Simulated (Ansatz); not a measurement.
# Dielectric response of NaH (001) films, part 3 of 5

Aim: the electronic and static ε of rocksalt NaH (001) from films of three thicknesses in a field.

Ansatz 0.2.0; plane-wave DFT, PBE, Ansatz PAW (set soft_1); PAW set soft_1 (the session's first sound run).

So far. Step 8 (Field on, atoms free, 6 atoms, field -0.05 V/Å): The dipole is -0.0247 e·Å, and the gap on the mesh 3.198 eV.

### Step 9. Response with the atoms relaxed, 6 atoms, units 3

This step: plane-wave DFT, PBE, Ansatz PAW (set soft_1); response to a field along the normal, atoms relaxed; PAW set soft_1 (Ansatz 0.2.0).

The two relaxed runs give the static response.

This step gave:

| Property | Result |
| --- | --- |
| equivalent conductor thickness p/(ε₀AE) | 7.509 Å |
| distance between the outer atoms | 4.821 Å |

Local field over the applied field, running mean. From the potentials at -0.05 and 0.05 V/Å; running mean over 2.44 Å, taken twice. The local field over applied field by z:

z (Å), local field over applied field and a bar from the least value:
```
     4.15      0.998 ##############################
     4.58      0.995 ##############################
     5.00      0.989 ##############################
     5.29      0.982 ##############################
     5.72      0.962 #############################
     6.15      0.942 ############################
     6.58      0.895 ###########################
     6.86      0.809 ########################
     7.29      0.620 ###################
     7.72      0.448 ##############
     8.15      0.286 #########
     8.44      0.184 ######
     8.87      0.030 ##
     9.29     -0.033 
     9.72      0.014 #
    10.01      0.040 ##
    10.44      0.074 ###
    10.87      0.110 ####
    11.30      0.134 #####
    11.58      0.134 #####
    12.01      0.110 ####
    12.44      0.074 ###
    12.87      0.039 ##
    13.16      0.014 #
    13.59     -0.033 
    14.01      0.030 ##
    14.44      0.184 ######
    14.73      0.286 #########
    15.16      0.447 ##############
    15.59      0.620 ###################
    16.02      0.809 #########################
    16.30      0.895 ###########################
    16.73      0.942 ############################
    17.16      0.962 #############################
    17.59      0.982 ##############################
    17.88      0.989 ##############################
    18.30      0.995 ##############################
    18.73      0.998 ##############################
```

The induced dipole is that of a conductor 7.51 Å thick.

### Step 10. Relaxing the film, 10 atoms, units 5

This step: plane-wave DFT, PBE, Ansatz PAW (set soft_1); PAW set soft_1 (Ansatz 0.2.0).

System of this step: NaH (001), 5 units. The cell holds 10 atoms: 5 Na and 5 H. Cell: a = 3.451 Å, b = 3.451 Å, c = 27.760 Å, α = 90.0°, β = 90.0°, γ = 90.0°. It derives from NaH (rocksalt NaH). Vacuum lies along c.

The next thickness, treated alike, so that differences show the interior and the faces cancel.

input.yaml

```yaml
crystal:
  lattice:
    - [3.45068109, 0.0, 0.0]
    - [0.0, 3.45068109, 0.0]
    - [0.0, 0.0, 27.76]
  atoms:
    - { symbol: Na, position: [0.5, 0.5, 0.3242074928] }
    - { symbol: H, position: [0.0, 0.0, 0.3242074928] }
    - { symbol: Na, position: [0.0, 0.0, 0.4121037464] }
    - { symbol: H, position: [0.5, 0.5, 0.4121037464] }
    - { symbol: Na, position: [0.5, 0.5, 0.5] }
    - { symbol: H, position: [0.0, 0.0, 0.5] }
    - { symbol: Na, position: [0.0, 0.0, 0.5878962536] }
    - { symbol: H, position: [0.5, 0.5, 0.5878962536] }
    - { symbol: Na, position: [0.5, 0.5, 0.6757925072] }
    - { symbol: H, position: [0.0, 0.0, 0.6757925072] }
kpoints:
  mp_grid: { grid: [8, 8, 1] }
hamiltonian:
  xc: pbe
  pseudopotentials: { kind: paw, azcp: { folder: soft_1 } }
scf:
  occupations: { method: fixed }
  convergence: { dr2_threshold: 1.0e-09 }
efield:
  axis: 3
  dipole_correction: true
  ramp_position: 0.97
  ramp_width: 0.06
relax:
  f_tol: 0.003
  max_steps: 100
output:
  write_potential: true
  write_density: true
  volumetric_format: npy
```

Launch:

```bash
> ansatz run input.yaml --threads 4 --pin off --max-ram 8192MiB --backend cpu --events-out ev --progress --plain --runs-dir out
```

Numbers of over 12 decimals in the logs are rounded to 6 here.

The program printed:

```text
[...]
Crystal: 10 atoms, lattice volume = 330.544 Å³
Basis set: ecut = 420 eV, 6433 PW (Γ), exchange–correlation on 48×48×384 points (8 copies of the dense FFT grid, shifted against one another)
Bands: 35, of which v1, the nominal top of the filled ones, is band 25 counted from 1 (24 counted from 0)
Symmetry: 8 space group operations
k-points: 15 of 64
[...]
- { symbol: H, position: [0, 0.0, 0.326628] }
    - { symbol: Na, position: [0, 0.0, 0.413435] }
    - { symbol: H, position: [0.5, 0.5, 0.413524] }
    - { symbol: Na, position: [0.5, 0.5, 0.500000] }
    - { symbol: H, position: [0, 0.0, 0.500000] }
    - { symbol: Na, position: [0, 0.0, 0.586565] }
    - { symbol: H, position: [0.5, 0.5, 0.586476] }
    - { symbol: Na, position: [0.5, 0.5, 0.672380] }
    - { symbol: H, position: [0, 0.0, 0.673372] }
[key lines of the parts left out:]
SCF converged after 5 iterations
Free energy (F): -7513.092327 eV
Fermi energy:    -2.018607 eV
Dipole field:    D = -0.000000 V/Å  (p = -0.000000 e·Å, saw-weighted, corrected)
Work function:   Φ+ = 4.2226 eV   Φ− = 4.2225 eV
```

Elapsed: 14 s, on 4 threads of Intel Xeon Platinum 8259CL at 2.50GHz (Skylake/Cascade Lake), shared host; peak memory 0.69 GiB.

Relaxation path:

```csv
step,energy less that of the first step (eV),largest force component (eV/Å)
1,0.0000,0.0839
2,0.0166,0.1968
3,-0.0055,0.0164
4,-0.0060,0.0045
5,-0.0060,0.0002
```

Relaxation step 2 was tried and not accepted.

The run keeps the 8 symmetry operations that it works with, so distortions that break them were not tested.

The atoms that moved most (Å):

```csv
atom,dx,dy,dz,length
Na1,0.000,0.000,0.095,0.095
Na9,0.000,0.000,-0.095,0.095
H10,0.000,0.000,-0.067,0.067
H2,0.000,0.000,0.067,0.067
H8,0.000,0.000,-0.039,0.039
H4,0.000,0.000,0.039,0.039
Na3,0.000,0.000,0.037,0.037
Na7,0.000,0.000,-0.037,0.037
```

The relaxation took 5 steps and lowered the energy by 0.0060 eV; the largest force on the free atoms ends at 2.1e-4 eV/Å.

The gap is 3.33 eV, with the valence edge 4.22 eV and the conduction edge 0.89 eV under the upper vacuum level.

### Step 11. Single point on the relaxed film, 10 atoms, units 5

The next thickness, treated alike, so that differences show the interior and the faces cancel.

input.yaml, the sections that differ from step 10:

```yaml
crystal:
  lattice:
    - [3.45068109, 0.0, 0.0]
    - [0.0, 3.45068109, 0.0]
    - [0.0, 0.0, 27.76]
  atoms:
    - { symbol: Na, position: [0.5, 0.5, 0.3276200744] }
    - { symbol: H, position: [0.0, 0.0, 0.3266277171] }
    - { symbol: Na, position: [0.0, 0.0, 0.4134346597] }
    - { symbol: H, position: [0.5, 0.5, 0.4135239531] }
    - { symbol: Na, position: [0.5, 0.5, 0.5000000004] }
    - { symbol: H, position: [0.0, 0.0, 0.5] }
    - { symbol: Na, position: [0.0, 0.0, 0.586565341] }
    - { symbol: H, position: [0.5, 0.5, 0.5864760466] }
    - { symbol: Na, position: [0.5, 0.5, 0.6723799257] }
    - { symbol: H, position: [0.0, 0.0, 0.673372282] }
output:
  eigenvalues: true
  write_potential: true
  write_density: true
  volumetric_format: npy
  elf: true
# kpoints, hamiltonian, scf, efield: as in step 10
# relax: removed
```

The program printed:

```text
[...]
Crystal: 10 atoms, lattice volume = 330.544 Å³
Basis set: ecut = 420 eV, 6433 PW (Γ)
Bands: 35, of which v1, the nominal top of the filled ones, is band 25 counted from 1 (24 counted from 0)
Symmetry: 8 space group operations
k-points: 15 of 64
[...]
k-point 1: bands = [... 21 lower, -4.9109, -4.1611, -3.3181, -2.5868, 1.4907, 1.5189, 2.5838, 2.9865, ... 6 higher]
  k-point 2: bands = [... 21 lower, -4.4367, -3.7438, -3.0176, -2.4730, 1.9239, 1.9508, 3.0481, 3.0962, ... 6 higher]
  k-point 14: bands = [... 21 lower, -2.3065, -2.2571, -2.0372, -2.0187, 2.5252, 2.5252, 3.0209, 3.0209, ... 6 higher]
[key lines of the parts left out:]
SCF converged after 10 iterations
Free energy (F): -7513.092311 eV
Fermi energy:    -2.018713 eV
Dipole field:    D = 0.000000 V/Å  (p = 0.000000 e·Å, saw-weighted, corrected)
Work function:   Φ+ = 4.2226 eV   Φ− = 4.2226 eV
```

Run time: 4.8 s. Hardware: 4 threads; peak memory 0.71 GiB.

The gap is 3.33 eV, with the valence edge 4.22 eV and the conduction edge 0.89 eV under the upper vacuum level.

### Step 12. Single point, 10 atoms, units 5, field 0.1 V/Å

input.yaml: that of step 11 with these lines changed.

```diff
@@ -23,3 +23,3 @@
   occupations: { method: fixed }
-  convergence: { dr2_threshold: 1.0e-09 }
+  convergence: { dr2_threshold: 1.0e-10 }
 efield:
@@ -29,4 +29,4 @@
   ramp_width: 0.06
+  amplitude: 0.1
 output:
-  eigenvalues: true
   write_potential: true
@@ -34,2 +34 @@
   volumetric_format: npy
-  elf: true
```

The program printed:

```text
[...]
Crystal: 10 atoms, lattice volume = 330.544 Å³
Basis set: ecut = 420 eV, 6433 PW (Γ)
Bands: 35, of which v1, the nominal top of the filled ones, is band 25 counted from 1 (24 counted from 0)
Symmetry: 8 space group operations
k-points: 15 of 64
[...]
k-point 0: bands = [... 21 lower, -5.0750, -4.3125, -3.4403, -2.6487, 1.0147, 1.6322, 2.0828, 2.9503, ... 6 higher]
  k-point 1: bands = [... 21 lower, -4.9094, -4.1619, -3.3199, -2.5774, 1.1857, 1.7974, 2.2668, 3.1072, ... 6 higher]
  k-point 2: bands = [... 21 lower, -4.4353, -3.7453, -3.0215, -2.4599, 1.6413, 2.2114, 2.7830, 3.0441, ... 6 higher]
  k-point 14: bands = [... 21 lower, -2.3145, -2.2143, -2.1717, -1.8792, 2.5112, 2.5112, 3.0237, 3.0237, ... 6 higher]
[key lines of the parts left out:]
SCF converged after 11 iterations
Free energy (F): -7513.095213 eV
Fermi energy:    -1.879235 eV
Dipole field:    D = 0.031777 V/Å  (p = 0.058047 e·Å, saw-weighted, corrected)
```

The job ended after 5.5 s (4 threads; peak memory 0.66 GiB).

The dipole is 0.0580 e·Å, and the gap on the mesh 2.894 eV.

### Step 13. Single point, 10 atoms, units 5, field -0.1 V/Å

input.yaml: that of step 12 with these lines changed.

```diff
@@ -29,3 +29,3 @@
   ramp_width: 0.06
-  amplitude: 0.1
+  amplitude: -0.1
 output:
```

The program printed:

```text
[...]
Crystal: 10 atoms, lattice volume = 330.544 Å³
Basis set: ecut = 420 eV, 6433 PW (Γ)
Bands: 35, of which v1, the nominal top of the filled ones, is band 25 counted from 1 (24 counted from 0)
Symmetry: 8 space group operations
k-points: 15 of 64
[...]
k-point 0: bands = [... 21 lower, -5.0750, -4.3125, -3.4403, -2.6487, 1.0147, 1.6322, 2.0829, 2.9503, ... 6 higher]
  k-point 1: bands = [... 21 lower, -4.9094, -4.1619, -3.3199, -2.5774, 1.1857, 1.7974, 2.2668, 3.1072, ... 6 higher]
  k-point 2: bands = [... 21 lower, -4.4353, -3.7453, -3.0215, -2.4599, 1.6413, 2.2114, 2.7830, 3.0441, ... 6 higher]
  k-point 14: bands = [... 21 lower, -2.3145, -2.2143, -2.1717, -1.8792, 2.5112, 2.5112, 3.0237, 3.0237, ... 6 higher]
[key lines of the parts left out:]
SCF converged after 11 iterations
Free energy (F): -7513.095213 eV
Fermi energy:    -1.879234 eV
Dipole field:    D = -0.031777 V/Å  (p = -0.058047 e·Å, saw-weighted, corrected)
```

The job ended after 4.7 s (4 threads; peak memory 0.66 GiB).

The dipole is -0.0580 e·Å, and the gap on the mesh 2.894 eV.

### Step 14. Response with the atoms held, 10 atoms, units 5

This step: plane-wave DFT, PBE, Ansatz PAW (set soft_1); response to a field along the normal, atoms held; PAW set soft_1 (Ansatz 0.2.0).

Local field over the applied field, running mean. From the potentials at -0.1 and 0.1 V/Å; running mean over 2.44 Å, taken twice. Table of local field over applied field by z:

```csv
z (Å),local field over applied field
4.5,0.995
5.0,0.988
5.5,0.971
6.0,0.937
6.5,0.875
7.0,0.781
7.5,0.662
8.0,0.538
8.5,0.430
9.0,0.352
9.5,0.312
10.0,0.300
10.5,0.304
11.0,0.311
11.5,0.317
12.0,0.320
12.5,0.321
13.0,0.322
13.5,0.322
14.0,0.322
14.5,0.322
15.0,0.321
15.5,0.321
16.0,0.318
16.5,0.314
17.0,0.308
17.5,0.301
18.0,0.303
18.5,0.326
19.0,0.385
19.5,0.479
20.0,0.597
20.5,0.721
21.0,0.830
21.5,0.909
22.0,0.956
22.5,0.981
23.0,0.992
23.5,0.997
```

The induced dipole is that of a conductor 8.82 Å thick.

### Step 15. Relaxing in the field, 10 atoms, units 5, field 0.05 V/Å

This step: plane-wave DFT, PBE, Ansatz PAW (set soft_1); PAW set soft_1 (Ansatz 0.2.0).

The same pair of relaxations in the field for this thickness.

input.yaml: that of step 13 with these lines changed.

```diff
@@ -29,3 +29,6 @@
   ramp_width: 0.06
-  amplitude: -0.1
+  amplitude: 0.05
+relax:
+  f_tol: 0.0006
+  max_steps: 70
 output:
```

The program printed:

```text
[...]
Crystal: 10 atoms, lattice volume = 330.544 Å³
Basis set: ecut = 420 eV, 6433 PW (Γ), exchange–correlation on 48×48×384 points (8 copies of the dense FFT grid, shifted against one another)
Bands: 35, of which v1, the nominal top of the filled ones, is band 25 counted from 1 (24 counted from 0)
Symmetry: 8 space group operations
k-points: 15 of 64
[...]
- { symbol: Na, position: [0.5, 0.5, 0.327742] }
    - { symbol: H, position: [0, 0.0, 0.326471] }
    - { symbol: Na, position: [0, 0.0, 0.413523] }
    - { symbol: H, position: [0.5, 0.5, 0.413441] }
    - { symbol: Na, position: [0.5, 0.5, 0.500110] }
    - { symbol: H, position: [0, 0.0, 0.499900] }
    - { symbol: Na, position: [0, 0.0, 0.586665] }
    - { symbol: H, position: [0.5, 0.5, 0.586400] }
    - { symbol: Na, position: [0.5, 0.5, 0.672520] }
    - { symbol: H, position: [0, 0.0, 0.673228] }
[key lines of the parts left out:]
SCF converged after 5 iterations
Free energy (F): -7513.093297 eV
Fermi energy:    -2.006278 eV
Dipole field:    D = 0.021247 V/Å  (p = 0.038812 e·Å, saw-weighted, corrected)
```

It took 12 s on 4 threads; peak memory 0.65 GiB.

Hardly anything moved in the relaxation; the energy changed by under 0.2 meV an atom.

The relaxation took 4 steps and lowered the energy by 2.4e-4 eV; the largest force on the free atoms ends at 5.6e-4 eV/Å.

The dipole is 0.0388 e·Å, and the gap on the mesh 3.256 eV.

### Step 16. Field on, atoms free, 10 atoms, units 5, field -0.05 V/Å

The opposite sign, again from the field-free geometry; the difference of the two cancels what relaxes without a field.

input.yaml: that of step 15 with these lines changed.

```diff
@@ -29,3 +29,3 @@
   ramp_width: 0.06
-  amplitude: 0.05
+  amplitude: -0.05
 relax:
```

The program printed:

```text
[...]
Crystal: 10 atoms, lattice volume = 330.544 Å³
Basis set: ecut = 420 eV, 6433 PW (Γ), exchange–correlation on 48×48×384 points (8 copies of the dense FFT grid, shifted against one another)
Bands: 35, of which v1, the nominal top of the filled ones, is band 25 counted from 1 (24 counted from 0)
Symmetry: 8 space group operations
k-points: 15 of 64
[...]
- { symbol: Na, position: [0.5, 0.5, 0.327480] }
    - { symbol: H, position: [0, 0.0, 0.326772] }
    - { symbol: Na, position: [0, 0.0, 0.413335] }
    - { symbol: H, position: [0.5, 0.5, 0.413600] }
    - { symbol: Na, position: [0.5, 0.5, 0.499890] }
    - { symbol: H, position: [0, 0.0, 0.500100] }
    - { symbol: Na, position: [0, 0.0, 0.586477] }
    - { symbol: H, position: [0.5, 0.5, 0.586559] }
    - { symbol: Na, position: [0.5, 0.5, 0.672258] }
    - { symbol: H, position: [0, 0.0, 0.673529] }
[key lines of the parts left out:]
SCF converged after 5 iterations
Free energy (F): -7513.093297 eV
Fermi energy:    -2.006278 eV
Dipole field:    D = -0.021247 V/Å  (p = -0.038812 e·Å, saw-weighted, corrected)
```

It took 12 s on 4 threads; peak memory 0.65 GiB; 42 s of CPU time.

No atom moved by 0.005 Å in the relaxation.

The relaxation took 4 steps and lowered the energy by 2.4e-4 eV; the largest force on the free atoms ends at 5.6e-4 eV/Å.

The dipole is -0.0388 e·Å, and the gap on the mesh 3.256 eV.

### Step 17. Response with the atoms relaxed, 10 atoms, units 5

This step: plane-wave DFT, PBE, Ansatz PAW (set soft_1); response to a field along the normal, atoms relaxed; PAW set soft_1 (Ansatz 0.2.0).

Local field over the applied field, running mean. From the potentials at -0.05 and 0.05 V/Å; running mean over 2.44 Å, taken twice. Table of local field over applied field by z:

```csv
z (Å),local field over applied field
4.5,0.996
5.0,0.990
5.5,0.975
6.0,0.948
6.5,0.913
7.0,0.766
7.5,0.550
8.0,0.355
8.5,0.174
9.0,0.00667
9.5,-0.0229
10.0,0.0314
10.5,0.0689
11.0,0.107
11.5,0.138
12.0,0.136
12.5,0.118
13.0,0.106
13.5,0.0887
14.0,0.0818
14.5,0.0983
15.0,0.112
15.5,0.125
16.0,0.142
16.5,0.126
17.0,0.0883
17.5,0.0505
18.0,0.00947
18.5,-0.0319
19.0,0.0770
19.5,0.261
20.0,0.448
20.5,0.651
21.0,0.854
21.5,0.937
22.0,0.962
22.5,0.984
23.0,0.994
23.5,0.997
```

The induced dipole is that of a conductor 11.80 Å thick.

### Step 18. Relaxing the film, 16 atoms, units 8

This step: plane-wave DFT, PBE, Ansatz PAW (set soft_1); PAW set soft_1 (Ansatz 0.2.0).

System of this step: NaH (001), 8 units. The cell holds 16 atoms: 8 Na and 8 H. Its edges and angles: a = 3.451 Å, b = 3.451 Å, c = 35.080 Å, α = 90.0°, β = 90.0°, γ = 90.0°. It derives from NaH (rocksalt NaH). Vacuum lies along c.

The next thickness, treated alike, so that differences show the interior and the faces cancel.

input.yaml

```yaml
crystal:
  lattice:
    - [3.45068109, 0.0, 0.0]
    - [0.0, 3.45068109, 0.0]
    - [0.0, 0.0, 35.08]
  atoms:
    - { symbol: Na, position: [0.5, 0.5, 0.2565564424] }
    - { symbol: H, position: [0.0, 0.0, 0.2565564424] }
    - { symbol: Na, position: [0.0, 0.0, 0.3261117446] }
    - { symbol: H, position: [0.5, 0.5, 0.3261117446] }
    - { symbol: Na, position: [0.5, 0.5, 0.3956670468] }
    - { symbol: H, position: [0.0, 0.0, 0.3956670468] }
    - { symbol: Na, position: [0.0, 0.0, 0.4652223489] }
    - { symbol: H, position: [0.5, 0.5, 0.4652223489] }
    - { symbol: Na, position: [0.5, 0.5, 0.5347776511] }
    - { symbol: H, position: [0.0, 0.0, 0.5347776511] }
    - { symbol: Na, position: [0.0, 0.0, 0.6043329532] }
    - { symbol: H, position: [0.5, 0.5, 0.6043329532] }
    - { symbol: Na, position: [0.5, 0.5, 0.6738882554] }
    - { symbol: H, position: [0.0, 0.0, 0.6738882554] }
    - { symbol: Na, position: [0.0, 0.0, 0.7434435576] }
    - { symbol: H, position: [0.5, 0.5, 0.7434435576] }
kpoints:
  mp_grid: { grid: [8, 8, 1] }
hamiltonian:
  xc: pbe
  pseudopotentials: { kind: paw, azcp: { folder: soft_1 } }
scf:
  occupations: { method: fixed }
  convergence: { dr2_threshold: 1.0e-09 }
efield:
  axis: 3
  dipole_correction: true
  ramp_position: 0.97
  ramp_width: 0.06
relax:
  f_tol: 0.003
  max_steps: 100
output:
  write_potential: true
  write_density: true
  volumetric_format: npy
```

The program printed:

```text
[...]
Crystal: 16 atoms, lattice volume = 417.705 Å³
Basis set: ecut = 420 eV, 8145 PW (Γ), exchange–correlation on 48×48×480 points (8 copies of the dense FFT grid, shifted against one another)
Bands: 56, of which v1, the nominal top of the filled ones, is band 40 counted from 1 (39 counted from 0)
Symmetry: 8 space group operations
k-points: 15 of 64
[...]
- { symbol: H, position: [0.5, 0.5, 0.465771] }
    - { symbol: Na, position: [0.5, 0.5, 0.534225] }
    - { symbol: H, position: [0, 0.0, 0.534229] }
    - { symbol: Na, position: [0, 0.0, 0.602721] }
    - { symbol: H, position: [0.5, 0.5, 0.602724] }
    - { symbol: Na, position: [0.5, 0.5, 0.671205] }
    - { symbol: H, position: [0, 0.0, 0.671128] }
    - { symbol: Na, position: [0, 0.0, 0.739091] }
    - { symbol: H, position: [0.5, 0.5, 0.739911] }
[key lines of the parts left out:]
SCF converged after 7 iterations
Free energy (F): -12021.134601 eV
Fermi energy:    -1.447779 eV
Dipole field:    D = 0.000000 V/Å  (p = 0.000000 e·Å, saw-weighted, corrected)
Work function:   Φ+ = 4.2344 eV   Φ− = 4.2343 eV
```

Wall time 27 s (4 threads); peak memory 0.92 GiB.

Relaxation path:

```csv
step,energy less that of the first step (eV),largest force component (eV/Å)
1,0.0000,0.0839
2,0.0181,0.1999
3,-0.0065,0.0163
4,-0.0086,0.0118
5,-0.0089,0.0025
```

Relaxation step 2 was tried and not accepted.

Forces are held to the 8 operations that the run works with; a distortion that breaks them can't arise in this run.

The atoms that moved most (Å):

```csv
atom,dx,dy,dz,length
Na1,0.000,0.000,0.153,0.153
Na15,0.000,0.000,-0.153,0.153
H2,0.000,0.000,0.124,0.124
H16,0.000,0.000,-0.124,0.124
H4,0.000,0.000,0.097,0.097
H14,0.000,0.000,-0.097,0.097
Na3,0.000,0.000,0.094,0.094
Na13,0.000,0.000,-0.094,0.094
```

Running mean over 2.44 Å of the planar mean; the ramp of the sawtooth is left out. Table of electron's electrostatic potential energy less the highest filled level by z:

```csv
z (Å),electron's electrostatic potential energy less the highest filled level (eV)
4,4.23
5,4.23
6,4.22
7,4.04
8,1.62
9,-0.174
10,-0.387
11,-0.276
12,-0.249
13,-0.349
14,-0.235
15,-0.372
16,-0.242
17,-0.281
18,-0.299
19,-0.239
20,-0.382
21,-0.236
22,-0.327
23,-0.259
24,-0.262
25,-0.416
26,-0.196
27,1.29
28,3.99
29,4.21
30,4.23
31,4.23
```

The relaxation took 5 steps and lowered the energy by 0.0089 eV; the largest force on the free atoms ends at 0.0025 eV/Å.

The gap is 3.36 eV, with the valence edge 4.23 eV and the conduction edge 0.87 eV under the upper vacuum level.

[end of part 3 of 5]

[Logs are printed without paths, hosts, clocks, repeated set-up lines and the standing remarks that a program may print on its own settings, such as how far it seeks lower states.]

[Hosts, paths, dates, database ids (printed as entryN), source tags and the programs' standing remarks are cut or masked in the printed files.]

[Maps of the electrostatic potential energy from Ansatz leave out the sawtooth potential of an applied field or a dipole correction, so their vacuum need not be flat; planar profiles and work functions include it.]
